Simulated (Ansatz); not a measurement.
LiF built on the rocksalt prototype: an Ansatz output whose functional has been blanked. The cell was relaxed with r2SCAN and then strained (epitaxial -3.0 % in the xy plane, free normal strain +2.22 %), with the atoms relaxed again with r2SCAN; k points keep the names of the unstrained zone.

```yaml
crystal:
  lattice:
    - [0.00000, 1.93503, 2.03911]
    - [1.93503, 0.00000, 2.03911]
    - [1.93503, 1.93503, 0.00000]
  atoms:
    - { symbol: Li, position: [0.00000, 0.00000, 0.00000] }
    - { symbol: F, position: [0.50000, 0.50000, 0.50000] }
```

```
scf.n_extra_bands = 4 over 5 filled bands (N_el = 10.0): the run solves 9 bands
Crystal: 2 atoms, lattice volume = 15.270 Å³
Basis set: ecut = 500 eV, 371 PW (Γ)
Symmetry: 16 space group operations
Space group: I4/mmm (ITA 139)
k-points: 102 of 1000
preconditioner: auto → none  [insulator: Δε(μ)=10.781 eV  ℏωp=26.9 eV]
SCF 1 converged in 6 iterations: F = -1018.316184 eV  dr2 = 3.39e-9
SCF converged after 6 iterations
Free energy (F): -1018.316184 eV
Fermi energy:    0.989052 eV
--- Stress (GPa, compression-positive) ---
        5.635057       0.000000       0.000000
        0.000000       5.635057       0.000000
        0.000000       0.000000       0.013934
  P = ⅓ Tr σ = 3.7613 GPa (37.613 kbar)
--- Band table (eV; the first three rows and the last of 102) ---
  k-point 0: bands = [-40.8228, -20.3731, 0.8838, 0.8838, 0.9891, 11.6202, 26.5694, 26.9828, 27.4333]
  k-point 1: bands = [-40.8154, -20.3314, 0.6044, 0.8675, 0.9258, 11.9196, 24.1668, 25.5013, 26.3685]
  k-point 2: bands = [-40.7960, -20.2193, -0.1321, 0.8259, 0.8276, 12.5760, 21.6062, 23.8519, 24.8345]
  k-point 101: bands = [-40.7371, -19.6465, -2.3951, -0.0672, -0.0672, 16.9751, 19.3462, 20.5430, 24.0501]
```

Levels at the listed points, from bands.tsv (eV from the Fermi energy, bands near the gap, counted from 0):
```tsv
# k_distance	band_0	band_1	band_2	band_3	band_4	band_5	band_6	band_7	band_8
# fermi_ev = 0.989052
# [0, 0, 0] at k_distance = 0.000000
# [0.5, 0, 0.5] at k_distance = 1.623541
# [0.625, 0.25, 0.625] at k_distance = 2.183091
# [0.375, 0.375, 0.75] at k_distance = 3.169025
# [0.5, 0.5, 0.5] at k_distance = 4.129702
# [0.5, 0.25, 0.75] at k_distance = 5.248802
# levels_relative_to = fermi_ev
0.000	-41.812	-21.362	-0.105	-0.105	0.000	10.631	25.580	25.994	26.444
1.624	-41.711	-20.559	-3.336	-1.406	-1.056	17.008	17.604	19.557	21.812
2.183	-41.713	-20.619	-2.806	-1.806	-0.928	15.906	17.038	20.564	21.649
3.169	-41.722	-20.674	-2.800	-1.740	-0.775	16.020	16.387	20.632	22.272
4.130	-41.734	-20.893	-2.802	-0.394	-0.265	12.169	18.768	20.328	21.311
5.249	-41.716	-20.637	-2.310	-2.284	-0.974	16.139	17.156	19.630	21.565
```
In order the rows are Γ, X, U, K, L, W.

Problem. Which functional gave these numbers?
A. r2SCAN
B. r2SCANh
C. PBE
D. LDA

Solution. A. r2SCAN. The cutoff of 500 eV is the one that these potentials recommend for a meta-GGA. There is no exchange loop, so no exact exchange. With r2SCAN the gap is 10.63 eV and direct, at Γ. Within one family of functionals the choice rests on the size of the gap and stress, not on a line of the log.

Command: `ansatz run input.yaml --threads 2 --pin off --max-ram 29491MiB --backend cpu --events-out ev --progress --plain --runs-dir out`. It took 1.2 s on 2 threads of AMD EPYC 7R13 Processor (Zen 3), with other jobs on the host, load about 0.7 per core; peak host memory 0.46 GiB.

Spin-unpolarised throughout; all numbers are computed.
